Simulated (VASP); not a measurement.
# TaN (P-62m) in VASP: notebook

Runs on TaN. Level: PBE. Tasks: single point, relaxation of cell and atoms.

All numbers are computed with VASP 6.6.1; they aren't measurements. Logs are shortened: lines on timing, memory, paths and dates and some standing lists are left out, and cuts for length are marked.

## (1) The structure

The structure is hexagonal, space group P-62m (No. 189). The conventional cell has a = 5.226 Å, b = 5.226 Å, c = 2.922 Å, α = 90.00°, β = 90.00°, γ = 120.00°. Ta (site symmetry -62m) has 3 N at 2.05 Å as nearest neighbours. Around Ta (site symmetry -6) lie 6 N at 2.17 Å. Around N (site symmetry m2m) lie 5 Ta at 2.05 to 2.17 Å.

The cell comes from a database or a generator and needn't be the stable form of this composition.

## (2) Single point, PBE

The input, INCAR:

```
SYSTEM = TaN
PREC = Accurate ; ENCUT = 520
EDIFF = 1E-6 ; ISMEAR = 0
SIGMA = 0.1 ; LREAL = .False.
LASPH = .True. ; NELM = 100
ALGO = Fast ; ISIF = 2
LWAVE = .False. ; LCHARG = .True.
GGA = PE ; LELF = .True.
LVHAR = .True. ; NBANDS = 33
```

The input, KPOINTS:

```
Automatic mesh
0
Gamma
  9 9 12
  0 0 0
```

The input, POSCAR:

```
TaN
1.0
    5.2256901908      0.0000000000      0.0000000000
   -2.6128450954      4.5255804575      0.0000000000
    0.0000000000      0.0000000000      2.9223392101
Ta N
3 3
Direct
    0.0000000000      0.0000000000      0.0000000000
    0.3333333333      0.6666666667      0.5000000000
    0.6666666667      0.3333333333      0.5000000000
    0.3925283144      0.0000000000      0.0000000000
    0.6074716856      0.6074716856      0.0000000000
    0.0000000000      0.3925283144      0.0000000000
```

Potentials or basis: VASP PAW PBE potentials, release 64 (Ta_pv, N).

Started as:

```
cat potpaw_PBE.64/Ta_pv/POTCAR potpaw_PBE.64/N/POTCAR > POTCAR
mpirun -np 1 vasp_std > vasp.out
```

OUTCAR:

```text
SYSTEM = TaN
   PREC = Accurate
   ENCUT = 520
   EDIFF = 1E-6
   ISMEAR = 0
   LREAL = .False.
   LASPH = .True.
   NELM = 100
   ISIF = 2
   GGA = PE

 ion  position               nearest neighbor table
   1  0.000  0.000  0.000-   5 2.05   6 2.05   4 2.05   3 3.35   2 3.35   2 3.35   3 3.35   2 3.35
                             2 3.35   3 3.35   3 3.35   3 3.35   3 3.35   2 3.35   2 3.35
   2  0.333  0.667  0.500-   4 2.17   4 2.17   6 2.17   6 2.17   5 2.17   5 2.17   3 3.02   3 3.02
                             3 3.02   1 3.35   1 3.35   1 3.35   1 3.35   1 3.35   1 3.35
   3  0.667  0.333  0.500-   6 2.17   6 2.17   4 2.17   4 2.17   5 2.17   5 2.17   2 3.02   2 3.02
                             2 3.02   1 3.35   1 3.35   1 3.35   1 3.35   1 3.35   1 3.35
   4  0.393  0.000  0.000-   1 2.05   2 2.17   2 2.17   3 2.17   3 2.17
   5  0.607  0.607  0.000-   1 2.05   3 2.17   3 2.17   2 2.17   2 2.17
   6  0.000  0.393  0.000-   1 2.05   3 2.17   3 2.17   2 2.17   2 2.17

  LATTYP: Found a hexagonal cell.
 ALAT       =     5.2256901908
 C/A-ratio  =     0.5592255001

  Lattice vectors:

 A1 = (   5.2256901908,   0.0000000000,   0.0000000000)
 A2 = (  -2.6128450954,   4.5255804575,   0.0000000000)
 A3 = (   0.0000000000,   0.0000000000,   2.9223392101)

Analysis of symmetry for initial positions (statically):
=====================================================================
 Subroutine PRICEL returns:
 Original cell was already a primitive cell.

 Routine SETGRP: Setting up the symmetry group for a
 hexagonal supercell.

 Subroutine GETGRP returns: Found 12 space group operations
 (whereof 12 operations were pure point group operations)
 out of a pool of 24 trial point group operations.

The static configuration has the point symmetry D_3h.

Analysis of symmetry for dynamics (positions and initial velocities):
=====================================================================
 Subroutine PRICEL returns:
 Original cell was already a primitive cell.

 Routine SETGRP: Setting up the symmetry group for a
 hexagonal supercell.

 Subroutine GETGRP returns: Found 12 space group operations
 (whereof 12 operations were pure point group operations)
 out of a pool of 24 trial point group operations.

The dynamic configuration has the point symmetry D_3h.

 Subroutine INISYM returns: Found 12 space group operations
 (whereof 12 operations are pure point group operations),
 and found     1 'primitive' translations

----------------------------------------------------------------------------------------

                                     Primitive cell

  volume of cell :      69.1112

  direct lattice vectors                    reciprocal lattice vectors
     5.225690191  0.000000000  0.000000000     0.191362282  0.110483065  0.000000000
    -2.612845095  4.525580458  0.000000000     0.000000000  0.220966130  0.000000000
     0.000000000  0.000000000  2.922339210     0.000000000  0.000000000  0.342191624

  length of vectors
     5.225690191  5.225690191  2.922339210     0.220966130  0.220966130  0.342191624

  position of ions in fractional coordinates (direct lattice)
     0.000000000  0.000000000  0.000000000
     0.333333333  0.666666667  0.500000000
     0.666666667  0.333333333  0.500000000
     0.392528314  0.000000000  0.000000000
     0.607471686  0.607471686  0.000000000
     0.000000000  0.392528314  0.000000000

  ion indices of the primitive-cell ions
   primitive index   ion index
                 1           1
                 2           2
                 3           3
                 4           4
                 5           5
                 6           6

----------------------------------------------------------------------------------------

 KPOINTS: Automatic mesh

Automatic generation of k-mesh.
 Grid dimensions read from file:
 generate k-points for:    9    9   12

 Generating k-lattice:

  Cartesian coordinates                     Fractional coordinates (reciprocal lattice)
     0.021262476  0.012275896  0.000000000     0.111111111  0.000000000  0.000000000
     0.000000000  0.024551792  0.000000000     0.000000000  0.111111111  0.000000000
     0.000000000  0.000000000  0.028515969     0.000000000  0.000000000  0.083333333

  Length of vectors
     0.024551792  0.024551792  0.028515969

  Shift w.r.t. Gamma in fractional coordinates (k-lattice)
     0.000000000  0.000000000  0.000000000

 Subroutine IBZKPT returns following result:
 ===========================================

 Found     84 irreducible k-points:

 Following reciprocal coordinates:
            Coordinates               Weight
  0.000000  0.000000  0.000000      1.000000
  0.111111  0.000000  0.000000      6.000000
  0.222222  0.000000  0.000000      6.000000
  0.333333  0.000000  0.000000      6.000000
  0.444444  0.000000  0.000000      6.000000
  0.111111  0.111111  0.000000      6.000000
[... 16 lines left out ...]
  0.333333  0.222222  0.083333     24.000000
  0.333333  0.333333  0.083333      4.000000
 [... further k-points ...]
   k-points           NKPTS =     84   k-points in BZ     NKDIM =     84   number of bands    NBANDS=     33
   number of dos      NEDOS =    301   number of ions     NIONS =      6
   total plane-waves  NPLWV =  38400
   dimension x,y,z NGX =    40 NGY =   40 NGZ =   24
   dimension x,y,z NGXF=    80 NGYF=   80 NGZF=   48
   ions per type =               3   3
   NGX,Y,Z   is equivalent  to a cutoff of  12.73, 12.73, 13.65 a.u.
   NGXF,Y,Z  is equivalent  to a cutoff of  25.45, 25.45, 27.31 a.u.
 SYSTEM =  TaN
   PREC   = accura    normal or accurate (medium, high low for compatibility)
   ISTART =      0    job   : 0-new  1-cont  2-samecut
   ICHARG =      2    charge: 1-file 2-atom 10-const
   ISPIN  =      1    spin polarized calculation?
   LNONCOLLINEAR =      F non collinear calculations
   LSORBIT =      F    spin-orbit coupling
   LASPH  =      T    aspherical Exc in radial PAW
   ENCUT  =  520.0 eV  38.22 Ry    6.18 a.u.   9.72  9.72  5.43*2*pi/ulx,y,z
   NELM   =    100;   NELMIN=  2; NELMDL= -5     # of ELM steps
   EDIFF  = 0.1E-05   stopping-criterion for ELM
   LREAL  =      F    real-space projection
   EDIFFG = 0.1E-04   stopping-criterion for IOM
   NSW    =      0    number of steps for IOM
   IBRION =     -1    ionic relax: 0-MD 1-quasi-New 2-CG
   NFREE  =      0    steps in history (QN), initial steepest desc. (CG)
   ISIF   =      2    stress and relaxation
   ISYM   =      2    0-nonsym 1-usesym 2-fastsym
   POTIM  = 0.5000    time-step for ionic-motion
   TEBEG  =    0.0;   TEEND  =   0.0 temperature during run
   PSTRESS=    0.0 pullay stress
   NELECT =      48.0000    total number of electrons
   NUPDOWN=      -1.0000    fix difference up-down
   EMIN   =  10.00;   EMAX   =-10.00  energy-range for DOS
   EFERMI =   0.00;   METHOD = LEGACY
   ISMEAR =     0;   SIGMA  =   0.10  broadening in eV -4-tet -1-fermi 0-gaus
   EFERMI_NEDOS =   21; number of points for ismear=-14 and -15
   IALGO  =     68    algorithm
   IMIX   =      4    mixing-type and parameters
     AMIX     =   0.40;   BMIX     =  1.00
     AMIX_MAG =   1.60;   BMIX_MAG =  1.00
  volume/ion in A,a.u.               =      11.52        77.73
  Fermi-wavevector in a.u.,A,eV,Ry     =   1.449792  2.739710 28.598045  2.101897
  Thomas-Fermi vector in A             =   2.567478
   LORBIT       =      0    0 simple, 1 ext, 2 COOP (PROOUT), +10 PAW based schemes
   GGA     = PE    functional components
   LHFCALC =     F    Hartree Fock is set to
   AEXX    =    0.0000 exact exchange contribution
   IVDW    =     0    specifies the selected vdW correction
   LEPSILON=     F    determine dielectric tensor
   LRPA    =     F    only Hartree local field effects (RPA)
 non-spin polarized calculation
 RMM-DIIS sequential band-by-band and
 Gauss-broadening in eV      SIGMA  =   0.10
  energy-cutoff  :      520.00
  volume of cell :       69.11
 maximum number of plane-waves:      1895
 NGX is ok and might be reduce to    40
   NGX = 19   NGY = 19   NGZ = 11

 number of electron      48.0000002 magnetization

 Free energy of the ion-electron system (eV)
  ---------------------------------------------------
  ext. energy  EPLUGINS =         0.00000000
  ---------------------------------------------------
  free energy    TOTEN  =       -67.50097744 eV

  energy without entropy =      -67.49917255  energy(sigma->0) =      -67.50007499

 E-fermi :   8.2419     XC(G=0): -12.9226

 val. band max:        8.2161668379   @ k =   0.1111   0.1111   0.0833
 cond. band min:       8.2665004633   @ k =   0.1111   0.0000   0.3333
 fundamental gap:      0.0503336254
 Fermi energy:         8.2418989523

 k-point     1 :       0.0000    0.0000    0.0000
  band No.  band energies     occupation
      1     -28.0735      2.00000
      2     -28.0735      2.00000
      3     -27.7366      2.00000
      4     -27.7366      2.00000
      5     -27.5700      2.00000
      6     -27.4706      2.00000
[... 25 lines left out ...]
     32      11.2940      0.00000
     33      11.2944      0.00000

 k-point     2 :       0.1111    0.0000    0.0000
  band No.  band energies     occupation
      1     -28.0833      2.00000
      2     -28.0708      2.00000
      3     -27.7287      2.00000
      4     -27.7243      2.00000
      5     -27.5671      2.00000
      6     -27.4732      2.00000
[... 25 lines left out ...]
     32      11.2527      0.00000
     33      11.3926      0.00000
[... 754 lines left out ...]
     32      11.8654      0.00000
     33      12.1156      0.00000

 k-point    24 :       0.3333    0.3333    0.0833
  band No.  band energies     occupation
      1     -28.1060      2.00000
      2     -27.9078      2.00000
      3     -27.9078      2.00000
      4     -27.6218      2.00000
      5     -27.5762      2.00000
      6     -27.5762      2.00000
[... 25 lines left out ...]
     32      11.8747      0.00000
     33      11.8751      0.00000

 [... further k-points ...]

------------------------ aborting loop because EDIFF is reached ----------------------------------------

  FORCE on cell =-STRESS in cart. coord.  units (eV):
  Direction    XX          YY          ZZ          XY          YZ          ZX
  --------------------------------------------------------------------------------------
  -------------------------------------------------------------------------------------
  Total        0.3287887      0.3287887      0.2798618      0.0000000      0.0000000      0.0000000
  in kB        7.6221750      7.6221750      6.4879211      0.0000000      0.0000000      0.0000000
  external PRESSURE =       7.2440904 kB  Pullay stress =       0.0000000 kB

 VOLUME and BASIS-vectors are now :
 -----------------------------------------------------------------------------
  energy-cutoff  :      520.00
  volume of cell :       69.11
      direct lattice vectors                 reciprocal lattice vectors
     5.225690191  0.000000000  0.000000000     0.191362282  0.110483065  0.000000000
    -2.612845095  4.525580458  0.000000000     0.000000000  0.220966130  0.000000000
     0.000000000  0.000000000  2.922339210     0.000000000  0.000000000  0.342191624

 POSITION                                       TOTAL-FORCE (eV/Angst)
 -----------------------------------------------------------------------------------
      0.00000      0.00000      0.00000         0.000000     -0.000000     -0.000000
     -0.00000      3.01705      1.46117         0.000000     -0.000000     -0.000000
      2.61285      1.50853      1.46117         0.000000     -0.000000     -0.000000
      2.05123      0.00000      0.00000         0.003507     -0.000000      0.000000
      1.58723      2.74916      0.00000        -0.001754     -0.003037      0.000000
     -1.02562      1.77642      0.00000        -0.001754      0.003037     -0.000000
 -----------------------------------------------------------------------------------
    total drift:                               -0.000002     -0.000003      0.000000

  FREE ENERGIE OF THE ION-ELECTRON SYSTEM (eV)
  ---------------------------------------------------
  free  energy   TOTEN  =       -67.5009774351 eV

  energy  without entropy=      -67.4991725472  energy(sigma->0) =      -67.50007499
```

Wall time 2.8 min (1 thread of Intel Xeon Platinum 8488C (Sapphire Rapids), shared host); peak memory 0.29 GiB.

Results:

* Free energy: -67.5010 eV
* Pressure: 0.7 GPa
* Largest force: 0.004 eV/Å
* Band gap on the k mesh: none (metal or under the smearing width)

Forces in eV/Å, atoms in the order of the input:
```
Ta   0.000  0.000  0.000
Ta   0.000  0.000  0.000
Ta   0.000  0.000  0.000
N    0.004  0.000  0.000
N   -0.002 -0.003  0.000
N   -0.002  0.003  0.000
```

Stress tensor (GPa, compression positive):
```
0.76 0.00 0.00
0.00 0.76 0.00
0.00 0.00 0.65
```

Levels at points of the mesh, in eV from the Fermi level:
| k point | band 21 | band 22 | band 23 | band 24 | band 25 | band 26 | band 27 | band 28 |
| --- | --- | --- | --- | --- | --- | --- | --- | --- |
| (0.00, 0.00, 0.00) | -4.28 | -3.37 | -1.97 | -0.97 | -0.97 | 0.54 | 0.54 | 1.70 |
| (0.00, 0.00, 0.50) | -4.38 | -2.89 | -2.89 | 1.80 | 1.80 | 1.90 | 2.09 | 2.09 |

## (3) Relaxation of cell and atoms, PBE

This run uses another cell than the first one, of 11.41 Å³/atom, 0.991 times its volume.

The input, INCAR:

```
SYSTEM = TaN
ALGO = Fast
EDIFF = 1E-6
EDIFFG = -0.01
ENCUT = 600
GGA = PE
IBRION = 2
ISIF = 3
ISMEAR = 0
LASPH = .True.
LCHARG = .False.
LREAL = .False.
LWAVE = .False.
NELM = 100
NSW = 100
PREC = Accurate
SIGMA = 0.1
```

The input, KPOINTS:

```
k-points
0
Gamma
  9 9 12
  0 0 0
```

The input, POSCAR:

```
TaN
1.0
    5.2084956200      0.0000000000      0.0000000000
   -2.6042478100      4.5106892600      0.0000000000
    0.0000000000      0.0000000000      2.9147477100
Ta N
3 3
Direct
    0.0000000000      0.0000000000      0.0000000000
    0.3333333400      0.6666666900      0.5000000000
    0.6666666900      0.3333333400      0.5000000000
    0.3923921600      0.0000000000      0.0000000000
    0.6076078400      0.6076078400      0.0000000000
    0.0000000000      0.3923921600      0.0000000000
```

Potentials or basis: VASP PAW PBE potentials, release 64 (Ta_pv, N).

Started as:

```
cat potpaw_PBE.64/Ta_pv/POTCAR potpaw_PBE.64/N/POTCAR > POTCAR
mpirun -np 1 vasp_std > vasp.out
```

It took 8.5 min on 1 thread of Intel Xeon Platinum 8488C (Sapphire Rapids), shared host; peak memory 0.32 GiB.

The run converged. Its results:

| Item | Value |
| --- | --- |
| Free energy | -67.5061 eV |
| Relaxed volume | 11.54 Å³/atom |
| Relaxed cell | a = 5.230 Å, b = 5.230 Å, c = 2.923 Å, α = 90.00°, β = 90.00°, γ = 120.00° |
| Space group after relaxing (to 0.05 Å) | P-62m (No. 189) |
| Energy gained by relaxing | 1.5 meV/atom |
| Ionic steps | 6 |
| Pressure after relaxing | 0.1 GPa |
| Largest force after relaxing | 0.006 eV/Å |
| Band gap on the k mesh | none (metal or under the smearing width) |

Forces in eV/Å, atoms in the order of the input:
```
Ta   0.000  0.000  0.000
Ta   0.000  0.000  0.000
Ta   0.000  0.000  0.000
N   -0.006  0.000  0.000
N    0.003  0.005  0.000
N    0.003 -0.005  0.000
```

Step by step:
```csv
step,energy change (eV),largest force (eV/Å),pressure (GPa),volume (Å³)
1,0.0000,0.0591,3.63,68.48
2,0.0368,0.1511,-7.72,71.07
3,-0.0087,0.0079,-0.06,69.26
4,-0.0087,0.0067,0.04,69.24
5,-0.0088,0.0060,0.05,69.24
6,-0.0088,0.0062,0.05,69.24
```

Final structure:
```
Ta N
1.0
     5.22965    0.00000    0.00000
    -2.61483    4.52901    0.00000
     0.00000    0.00000    2.92348
Ta N
3 3
Direct
  0.00000 0.00000 0.00000
  0.33333 0.66667 0.50000
  0.66667 0.33333 0.50000
  0.39251 0.00000 0.00000
  0.60749 0.60749 0.00000
  0.00000 0.39251 0.00000
```

Levels at points of the mesh, in eV from the Fermi level:
```tsv
k point	band 22	band 23	band 24	band 25	band 26	band 27
(0.00, 0.00, 0.00)	-3.36	-1.97	-0.97	-0.97	0.54	0.54
(0.00, 0.00, 0.50)	-2.88	-2.88	1.79	1.79	1.90	2.08
```

Spin-orbit coupling is left out, which matters for the levels of Ta.

## (4) Single point, PBE

This run uses another cell than the first one, of 11.41 Å³/atom, 0.991 times its volume.

The input, INCAR:

```
PREC = Accurate
ENCUT = 520
EDIFF = 1E-6
ISMEAR = 0
SIGMA = 0.1
LREAL = False
LASPH = True
NELM = 100
ALGO = Normal
ISIF = 2
LWAVE = False
LCHARG = False
GGA = PE
NBANDS = 33
```

The input, KPOINTS:

```
Automatic mesh
0
Gamma
  6 6 6
```

POSCAR is that of step 3.

Started as:

```
cat potpaw_PBE.64/Ta_pv/POTCAR potpaw_PBE.64/N/POTCAR > POTCAR
mpirun -np 1 vasp_std > vasp.out
```

Run time: 54 s. Hardware: 1 thread of Intel Xeon Platinum 8488C (Sapphire Rapids), shared host; peak memory 0.21 GiB.

It converged, with:

```
Free energy            : -67.4824 eV
Pressure               : 3.7 GPa
Largest force          : 0.069 eV/Å
Band gap on the k mesh : none (metal or under the smearing width)
```

Forces on the atoms (eV/Å):
```
Ta   0.000  0.000  0.000
Ta   0.000  0.000  0.000
Ta   0.000  0.000  0.000
N    0.069  0.000  0.000
N   -0.035 -0.060  0.000
N   -0.035  0.060  0.000
```

Stress tensor (GPa, compression positive):
```
4.20 0.00 0.00
0.00 4.20 0.00
0.00 0.00 2.74
```

Levels at points of the mesh, in eV from the Fermi level:
```csv
k point,band 21,band 22,band 23,band 24,band 25,band 26,band 27,band 28
"(0.00, 0.00, 0.00)",-4.21,-3.29,-1.88,-0.88,-0.88,0.64,0.64,1.83
"(0.50, 0.00, 0.00)",-3.86,-3.82,-2.80,-2.59,1.23,1.84,1.95,2.44
"(0.00, 0.00, 0.50)",-4.31,-2.81,-2.81,1.93,1.93,2.01,2.23,2.23
"(0.50, 0.00, 0.50)",-3.97,-3.19,-1.91,-0.90,0.54,1.40,3.25,3.33
```

## (5) The runs side by side

```csv
task,cell,k mesh,cutoff (eV),gap on the mesh (eV),pressure (GPa),largest force (eV/Å)
single point,"P-62m, 11.52 Å³/atom",9 × 9 × 12,520,none,0.7,-
relaxation of cell and atoms,relaxed,9 × 9 × 12,600,none,0.1,0.01
single point,"P-62m, 11.41 Å³/atom",6 × 6 × 6,520,none,3.7,0.07
```

Alike in all rows: level PBE; potentials or basis VASP PAW PBE potentials, release 64 (Ta_pv, N); no spin polarisation; smearing gaussian 0.1 eV.

Absolute energies hang on the potentials; compare differences alone.
